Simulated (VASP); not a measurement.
Runs of VASP 6.6.1 on C. It takes space group Fd-3m (No. 227, cubic). Conventional cell: a = 3.555 Å, b = 3.555 Å, c = 3.555 Å, α = 90.00°, β = 90.00°, γ = 90.00°. Around C (site symmetry -43m) lie 4 C at 1.54 Å. This isn't the form of C at room conditions, which is graphite.

```tsv
level	potentials or basis	k mesh	cutoff (eV)	smearing	gap on the mesh (eV)	pressure (GPa)
PBEsol	VASP PAW PBE potentials, release 64 (C)	12 × 12 × 12	520	gaussian 0.5 eV	4.06	0.7
PBEsol	VASP PAW PBE potentials, release 64 (C)	16 × 16 × 16	520	gaussian 0.02 eV	(a)	0.7
r2SCAN	VASP PAW PBE potentials, release 64 (C)	12 × 12 × 12	520	gaussian 0.02 eV	(b)	3.2
PBEsol	VASP PAW PBE potentials, release 64 (C_h)	12 × 12 × 12	900	gaussian 0.02 eV	4.06	-0.5
PBEsol	VASP PAW PBE potentials, release 64 (C)	12 × 12 × 12	700	gaussian 0.02 eV	4.06	-0.2
```

Alike in all rows: task single point; no spin polarisation; cell as given.

Problem. Fill in the values left out.

Solution. (a) 4.03; (b) 4.37.

Caveats: the PAW data sets were made with another functional, which shifts forces and pressure a little; the cutoff is under 1.25 times the usual one of these potentials, so pressure, stress and relaxed cells hold a basis-set (Pulay) error (some runs).

A k mesh can miss the band edges.
